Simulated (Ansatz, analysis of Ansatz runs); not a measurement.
# A defect in a sheet: V_Bi in monolayer Bi

Question: what does V_Bi cost in monolayer Bi, which spin state does it take, and where do its states lie against the vacuum level? Model: a cell of 18 host atoms with 1 Bi taken out, with vacuum above and below.

Calculated with Ansatz 0.2.0; plane-wave PAW DFT, PBE; supercells relaxed in a periodic cell with vacuum, the primitive cell and the final single points with the Coulomb interaction cut along the normal.

Report form: the programs' logs are mostly left out.

The database entry behind the starting cell lists a temperature near 78 K, so it need not match the best structure at ambient conditions.

## Step 1: The structure

The cell holds 17 atoms: 17 Bi. Cell: a = 13.028 Å, b = 13.028 Å, c = 30.000 Å, α = 90.0°, β = 90.0°, γ = 120.0°. It derives from Bi (Bi monolayer (from R-3m)), repeated 3×3×1. Vacuum lies along c. Nearest the centre at fractional (0.556, 0.444, 0.471): Bi7 at 3.04 Å, Bi12 at 3.04 Å, Bi14 at 3.04 Å, Bi4 at 4.34 Å, Bi11 at 4.34 Å, Bi8 at 4.34 Å, Bi2 at 4.34 Å, Bi17 at 4.34 Å.

As a file:

```xyz
17
Lattice="13.0282 0.0000 0.0000 -6.5141 11.2828 0.0000 0.0000 0.0000 30.0000" Properties=species:S:1:pos:R:3
Bi   -2.1714    3.7609   15.8621
Bi    2.1714    1.2536   14.1379
Bi   -4.3427    7.5219   15.8621
Bi    0.0000    5.0146   14.1379
Bi   -6.5141   11.2828   15.8621
Bi   -2.1714    8.7755   14.1379
Bi    2.1714    3.7609   15.8621
Bi    6.5141    1.2536   14.1379
Bi    0.0000    7.5219   15.8621
Bi   -2.1714   11.2828   15.8621
Bi    2.1714    8.7755   14.1379
Bi    6.5141    3.7609   15.8621
Bi   10.8569    1.2536   14.1379
Bi    4.3427    7.5219   15.8621
Bi    8.6855    5.0146   14.1379
Bi    2.1714   11.2828   15.8621
Bi    6.5141    8.7755   14.1379
```

The cell's shortest repeat is 13.0 Å.

## Step 2: The perfect sheet

One layer is cut from the bulk crystal and relaxed, atoms and in-plane cell, with the Coulomb interaction cut along the normal so that the layer doesn't feel its images.

Contents of cell/input.yaml:

```yaml
crystal:
  lattice:
    - [4.535, 0.0, 0.0]
    - [-2.2675, 3.927425, 0.0]
    - [0.0, 0.0, 25.590952]
  atoms:
    - { symbol: Bi, position: [0.0, 1.0, 0.5310843] }
    - { symbol: Bi, position: [0.6666667, 0.3333333, 0.4689157] }
  periodic: [true, true, false]
basis:
  ecutwfc: 420
  xc_grid: 2
hamiltonian:
  xc: pbe
kpoints:
  mp_grid: { grid: [8, 8, 1] }
scf:
  occupations: { method: fermi_dirac, width: 0.02 }
  max_iter: 60
relax:
  f_tol: 0.005
  max_steps: 60
  cell: {}
output:
  forces: true
checkpoint:
  write: "../cell.run"
  compress: false
  write_wavefunctions: false
  write_every: 100000
```

Run with:

```console
$ ansatz run input.yaml --threads 4 --pin off --max-ram 9420MiB --backend cpu --events-out ev --progress --plain --runs-dir out
```

The job ended after 11 s (4 threads of Arm Neoverse V1, shared host; peak memory 0.71 GiB).

The in-plane vectors went from 4.535 and 4.535 Å, as in the bulk, to 4.343 and 4.343 Å; the layer is 1.72 Å thick between its outer atoms.

## Step 3: Does the sheet stay flat and symmetric?

The defect-free supercell is relaxed from atoms displaced by 0.08 Å at random. A buckling or a charge-density wave of the sheet itself would otherwise be counted to the defect.

Contents of pristine.relax/input.yaml:

```yaml
crystal:
  lattice:
    - [13.0282398651, 0.0, 0.0]
    - [-6.5141199326, 11.2827866898, 0.0]
    - [0.0, 0.0, 14.0]
  atoms:
    - { symbol: Bi, position: [0.0, 0.3333333333, 0.5615810392] }
    - { symbol: Bi, position: [0.2222222222, 0.1111111111, 0.4384189608] }
    - { symbol: Bi, position: [0.0, 0.6666666667, 0.5615810392] }
    - { symbol: Bi, position: [0.2222222222, 0.4444444444, 0.4384189608] }
[... 8 atom lines left out ...]
    - { symbol: Bi, position: [0.6666666667, 0.3333333333, 0.5615810392] }
    - { symbol: Bi, position: [0.8888888889, 0.1111111111, 0.4384189608] }
    - { symbol: Bi, position: [0.6666666667, 0.6666666667, 0.5615810392] }
    - { symbol: Bi, position: [0.8888888889, 0.4444444444, 0.4384189608] }
    - { symbol: Bi, position: [0.6666666667, 1.0, 0.5615810392] }
    - { symbol: Bi, position: [0.8888888889, 0.7777777778, 0.4384189608] }
basis:
  ecutwfc: 420
  xc_grid: 2
hamiltonian:
  xc: pbe
kpoints:
  mp_grid: { grid: [2, 2, 1] }
scf:
  occupations: { method: fermi_dirac, width: 0.01 }
  max_iter: 60
output:
  forces: true
relax:
  f_tol: 0.015
  max_steps: 100
  random_displacement: { amplitude: 0.08, seed: 1172 }
```

Wall time 66 s (4 threads); peak memory 5.6 GiB.

A first try of the k-points missed the dense mesh's energy by 168 meV an atom, so the mesh was refined. At a 2×2×1 Γ-centred mesh the symmetric supercell lies within 9 meV an atom of the primitive cell's dense mesh.

It returns to the energy of the symmetric cell, so the symmetric sheet is kept as the host.

## Step 4: Band edges against the vacuum level

With the interaction cut along the normal, the potential far from the sheet is the zero of energy, so band edges and defect states of different cells share one scale, as long as a cell has no dipole along the normal.

Contents of host/input.yaml:

```yaml
crystal:
  lattice:
    - [4.3427466217, 0.0, 0.0]
    - [-2.1713733109, 3.7609288966, 0.0]
    - [0.0, 0.0, 30.0]
  atoms:
    - { symbol: Bi, position: [0.0, 1.0, 0.5287378183] }
    - { symbol: Bi, position: [0.6666666667, 0.3333333333, 0.4712621817] }
  periodic: [true, true, false]
basis:
  ecutwfc: 420
  xc_grid: 2
hamiltonian:
  xc: pbe
kpoints:
  mp_grid: { grid: [6, 6, 1] }
  band_path: { path: [VBM, CBM], npoints: 1 }
scf:
  occupations: { method: fixed }
  max_iter: 60
output:
  forces: true
  eigenvalues: true
  write_potential: true
  volumetric_format: npy
```

Elapsed: 3.6 s, on 4 threads; peak memory 0.68 GiB; 13 s of CPU time.

The band edges were searched for over the zone, on the density of this mesh. The valence top lies 4.16 eV and the conduction bottom 3.59 eV below the vacuum level: a gap of 0.57 eV.

## Step 5: Relaxing the neutral defect

Atoms start from random displacements, so no symmetry is imposed. The relaxation runs in a plain periodic cell, 16 Å high against 30 Å with the cut-off, with 14 Å between the perfect sheet and its image; that is cheaper, but a defect with a dipole feels the field of its images there. Several total moments are run in turn (0 without spin polarisation, the others held), because an open shell can settle in more than one spin state.

Contents of q0_M3.relax_smeared/input.yaml:

```yaml
crystal:
  lattice:
    - [13.02823987, 0.0, 0.0]
    - [-6.51411993, 11.28278669, 0.0]
    - [0.0, 0.0, 16.0]
  atoms:
    - { symbol: Bi, position: [0.0, 0.33333333, 0.55388341] }
    - { symbol: Bi, position: [0.22222222, 0.11111111, 0.44611659] }
    - { symbol: Bi, position: [0.0, 0.66666667, 0.55388341] }
    - { symbol: Bi, position: [0.22222222, 0.44444444, 0.44611659] }
    - { symbol: Bi, position: [0.0, 1.0, 0.55388341] }
    - { symbol: Bi, position: [0.22222222, 0.77777778, 0.44611659] }
    - { symbol: Bi, position: [0.33333333, 0.33333333, 0.55388341] }
    - { symbol: Bi, position: [0.55555556, 0.11111111, 0.44611659] }
    - { symbol: Bi, position: [0.33333333, 0.66666667, 0.55388341] }
    - { symbol: Bi, position: [0.33333333, 1.0, 0.55388341] }
    - { symbol: Bi, position: [0.55555556, 0.77777778, 0.44611659] }
    - { symbol: Bi, position: [0.66666667, 0.33333333, 0.55388341] }
    - { symbol: Bi, position: [0.88888889, 0.11111111, 0.44611659] }
    - { symbol: Bi, position: [0.66666667, 0.66666667, 0.55388341] }
    - { symbol: Bi, position: [0.88888889, 0.44444444, 0.44611659] }
    - { symbol: Bi, position: [0.66666667, 1.0, 0.55388341] }
    - { symbol: Bi, position: [0.88888889, 0.77777778, 0.44611659] }
basis:
  ecutwfc: 420
  xc_grid: 2
hamiltonian:
  xc: pbe
kpoints:
  mp_grid: { grid: [2, 2, 1] }
magnetization:
  spin_polarized: true
  initial_magnetization: 3
  spin_locking: { lock_magnetization: hard }
scf:
  occupations: { method: fermi_dirac, width: 0.01 }
  max_iter: 60
output:
  forces: true
relax:
  f_tol: 0.02
  max_steps: 80
  random_displacement: { amplitude: 0.05, seed: 1123 }
```

It took 12 min on 4 threads; peak memory 7 GiB.

In the next tables energies count from the displaced start, and moves from the positions in the input.

The steps of the relaxation:

| step | energy less that of the first step (eV) | largest force component (eV/Å) |
| --- | --- | --- |
| 1 | 0.0000 | 0.3887 |
| 2 | -0.0690 | 0.3218 |
| 3 | -0.1327 | 0.1325 |
| 4 | -0.1665 | 0.1754 |
| 5 | -0.2013 | 0.1466 |
| 6 | -0.2272 | 0.0728 |
| 7 | -0.2414 | 0.0536 |
| 8 | -0.2453 | 0.0545 |
| 9 | -0.2489 | 0.0237 |
| 10 | -0.2488 | 0.0336 |
| 11 | -0.2489 | 0.0237 |
| 12 | -0.2488 | 0.0335 |
| 13 | -0.2497 | 0.0082 |

Relaxation steps 10, 12 were tried and not accepted.

The atoms that moved most (Å, from the sites as typed, ahead of the random displacement, the mean shift of all atoms taken out):

| atom | dx | dy | dz | length |
| --- | --- | --- | --- | --- |
| Bi14 | 0.005 | -0.662 | -0.935 | 1.146 |
| Bi12 | -0.102 | 0.134 | -0.006 | 0.169 |
| Bi7 | 0.100 | 0.132 | -0.010 | 0.166 |
| Bi10 | 0.001 | 0.042 | 0.129 | 0.135 |
| Bi8 | -0.025 | 0.053 | 0.108 | 0.123 |
| Bi2 | 0.023 | 0.048 | 0.108 | 0.120 |
| Bi6 | 0.004 | 0.056 | 0.102 | 0.117 |
| Bi17 | 0.091 | 0.024 | -0.029 | 0.099 |

The relaxed structure:

```xyz
17
Lattice="13.0282 0.0000 0.0000 -6.5141 11.2828 0.0000 0.0000 0.0000 16.0000" Properties=species:S:1:pos:R:3
Bi   -2.1825    3.7800    8.9424
Bi    2.1869    1.3014    7.2353
Bi   -4.3629    7.5492    8.9206
Bi   -0.0026    5.0371    7.2040
Bi   -6.5407   11.2826    8.9094
Bi   -2.1750    8.8313    7.2297
Bi    2.2637    3.8926    8.8412
Bi    6.4815    1.3063    7.2349
Bi    0.0122    7.5454    8.9186
Bi   -2.1782   11.3244    8.9801
Bi    2.0773    8.7923    7.0927
Bi    6.4048    3.8952    8.8459
Bi   10.8466    1.2942    7.2017
Bi    4.3404    6.8598    7.9163
Bi    8.6674    5.0413    7.2051
Bi    2.1790   11.2776    8.9053
Bi    6.5980    8.7990    7.0981
```

The atoms nearest to the centre after the run:

| atom | distance (Å) |
| --- | --- |
| Bi14 | 2.003 |
| Bi12 | 2.902 |
| Bi7 | 2.912 |
| Bi8 | 4.282 |
| Bi2 | 4.295 |
| Bi15 | 4.325 |
| Bi4 | 4.346 |
| Bi11 | 4.405 |
| Bi17 | 4.406 |

All neutral relaxations:

| moment (μB) | filling | outcome | structures computed | largest displacement from the input (Å) | added thickness (Å) | time |
| --- | --- | --- | --- | --- | --- | --- |
| 1 | fixed | timeout | 10 | - | - | 12 min |
| 3 | smeared | converged | 13 | 1.15 | 0.16 | 12 min |

With the common shift of the atoms taken out, the largest displacement is 1.15 Å, and the sheet with its defect is 0.16 Å thicker than the perfect one.

## Step 6: Energies and states on the vacuum scale

Single points with the cut-off give energies without the images along the normal, and levels against the vacuum; the images in the plane remain.

The cell differs from the one that the last finished run ended in (c 16.000 → 30.000 Å).

Contents of q0_M3.point.pbe/input.yaml:

```yaml
crystal:
  lattice:
    - [13.02823987, 0.0, 0.0]
    - [-6.51411993, 11.28278669, 0.0]
    - [0.0, 0.0, 30.0]
  atoms:
    - { symbol: Bi, position: [-7.72e-06, 0.33502248, 0.53141342] }
    - { symbol: Bi, position: [0.22553009, 0.11534181, 0.47450857] }
[... 4 atom lines left out ...]
    - { symbol: Bi, position: [0.34625358, 0.34500518, 0.52803941] }
    - { symbol: Bi, position: [0.55538718, 0.11577599, 0.47449576] }
[... 3 atom lines left out ...]
    - { symbol: Bi, position: [0.66422661, 0.34522986, 0.52819581] }
[... 1 atom line left out ...]
    - { symbol: Bi, position: [0.63714487, 0.6079843, 0.49720921] }
    - { symbol: Bi, position: [0.88868071, 0.44680949, 0.47350355] }
[... 1 atom line left out ...]
    - { symbol: Bi, position: [0.8963642, 0.77985709, 0.46993658] }
  periodic: [true, true, false]
basis:
  ecutwfc: 420
  xc_grid: 2
hamiltonian:
  xc: pbe
kpoints:
  mp_grid: { grid: [2, 2, 1] }
magnetization:
  spin_polarized: true
  initial_magnetization: 3
  spin_locking: { lock_magnetization: hard }
scf:
  occupations: { method: fermi_dirac, width: 0.01 }
  max_iter: 60
output:
  forces: true
  eigenvalues: true
  eigenstates: { localisation: true }
  populations: true
  dos: { e_range: [-4, 4], de: 0.05, method: smearing }
checkpoint:
  write: "../q0_M3.point.pbe.run"
  compress: false
  write_wavefunctions: false
  write_every: 100000
```

Elapsed: 4.3 min, on 4 threads; peak memory 7.4 GiB; 17 min of CPU time.

With the cut-off the largest force on the relaxed structure is 0.010 eV/Å, so the structure stays at rest.

From eigenstates.tsv, first k-point; energies on the run's zero. The participation number counts the atoms that a state is spread over, of 17; bands count from 0.

| spin | band | energy (eV) | occupation | participation | largest share on | share |
| --- | --- | --- | --- | --- | --- | --- |
| down | 120 | -5.253 | 1.00 | 9.9 | Bi8 | 0.16 |
| down | 121 | -5.208 | 1.00 | 12.6 | Bi6 | 0.16 |
| down | 122 | -5.070 | 1.00 | 15.5 | Bi10 | 0.10 |
| down | 123 | -5.069 | 1.00 | 11.3 | Bi17 | 0.14 |
| down | 124 | -4.608 | 1.00 | 15.0 | Bi10 | 0.09 |
| down | 125 | -4.569 | 1.00 | 14.3 | Bi7 | 0.12 |
| down | 126 | -4.144 | 0.00 | 5.1 | Bi14 | 0.41 |
| down | 127 | -3.833 | 0.00 | 10.2 | Bi14 | 0.17 |
| down | 128 | -3.368 | 0.00 | 11.3 | Bi10 | 0.17 |
| down | 129 | -3.230 | 0.00 | 5.3 | Bi7 | 0.30 |
| down | 130 | -3.195 | 0.00 | 13.7 | Bi9 | 0.10 |
| up | 123 | -5.155 | 1.00 | 15.2 | Bi10 | 0.12 |
| up | 124 | -4.781 | 1.00 | 14.9 | Bi12 | 0.12 |
| up | 125 | -4.777 | 1.00 | 13.2 | Bi7 | 0.13 |
| up | 126 | -4.682 | 1.00 | 4.0 | Bi14 | 0.48 |
| up | 127 | -4.164 | 1.00 | 13.5 | Bi7 | 0.12 |
| up | 128 | -3.787 | 1.00 | 6.1 | Bi12 | 0.27 |
| up | 129 | -3.461 | 0.00 | 14.5 | Bi10 | 0.12 |
| up | 130 | -3.291 | 0.00 | 12.0 | Bi11 | 0.13 |
| up | 131 | -3.177 | 0.00 | 13.1 | Bi6 | 0.14 |
| up | 132 | -3.154 | 0.00 | 12.4 | Bi5 | 0.11 |
| up | 133 | -3.122 | 0.00 | 14.7 | Bi14 | 0.12 |

Under PBE at the first k-point of a 2×2×1 Γ-centred mesh, the highest filled state is spin up, spread over 6 of 17 atoms, and the lowest empty one, 0.36 eV below it, is spin down, spread over 5 of 17 atoms.

Valence electrons by atom (Löwdin), nearest atoms first, with the excess over far atoms of the same element, which can also hold differences between inequivalent host sites (the log counts sites from 0):

| atom | distance from the centre (Å) | electrons | excess |
| --- | --- | --- | --- |
| Bi14 | 2.00 | 14.984 | 0.030 |
| Bi12 | 2.90 | 15.019 | 0.065 |
| Bi7 | 2.91 | 15.019 | 0.065 |
| Bi8 | 4.28 | 14.962 | 0.008 |
| Bi2 | 4.29 | 14.962 | 0.008 |
| Bi15 | 4.33 | 14.962 | 0.008 |
| Bi4 | 4.35 | 14.962 | 0.008 |
| Bi11 | 4.41 | 14.977 | 0.023 |

The largest moments in the atoms' spheres: Bi14 0.36, Bi7 0.29, Bi12 0.29, Bi1 0.07, Bi11 0.06, Bi17 0.06 μB.

Formation energy from total energies, with Bi (A7 rhombohedral) as references:

| total moment (μB) | formation energy (eV) |
| --- | --- |
| 3 | 1.99 |

## Step 7: Summary of results

```json
{"valence top of the perfect sheet below vacuum": "4.16 eV", "gap of the perfect sheet (PBE)": "0.57 eV", "largest displacement, common shift taken out": "1.15 Å", "atoms nearest to the centre": "Bi 2.00, Bi 2.90, Bi 2.91, Bi 4.28, Bi 4.29, Bi 4.33, Bi 4.35 Å", "formation energy, elements as references (PBE)": "1.99 eV", "moment of the lowest state among those obtained": "3 μB"}
```

What this shows: Under PBE the neutral defect costs 1.99 eV against the perfect sheet and the elements' reference phases, with the moment held at 3 μB, the only one obtained. The relaxation at 1 μB, for which no final energy on this scale was obtained, lay 0.56 eV lower in the relaxation cell, so this is not the lowest state and its energy is an upper bound. Not obtained: relaxation, charge 0 at 1 μB (time limit). Keep in mind: the images lie 13.0 Å apart in the plane; semilocal functionals make the gap too small and spread bound carriers; Kohn–Sham levels are not transition levels, and excitons, strong in sheets, are left out; spin–orbit coupling, which matters for the heavy atoms here, is left out; a free-standing sheet, no substrate.

[Logs are printed without paths, hosts, clocks, repeated set-up lines and the standing remarks that a program may print on its own settings, such as how far it seeks lower states.]

[Hosts, paths, dates, database ids (printed as entryN), source tags and the programs' standing remarks are cut or masked in the printed files.]

[Maps of the electrostatic potential energy from Ansatz leave out the sawtooth potential of an applied field or a dipole correction, so their vacuum need not be flat.]
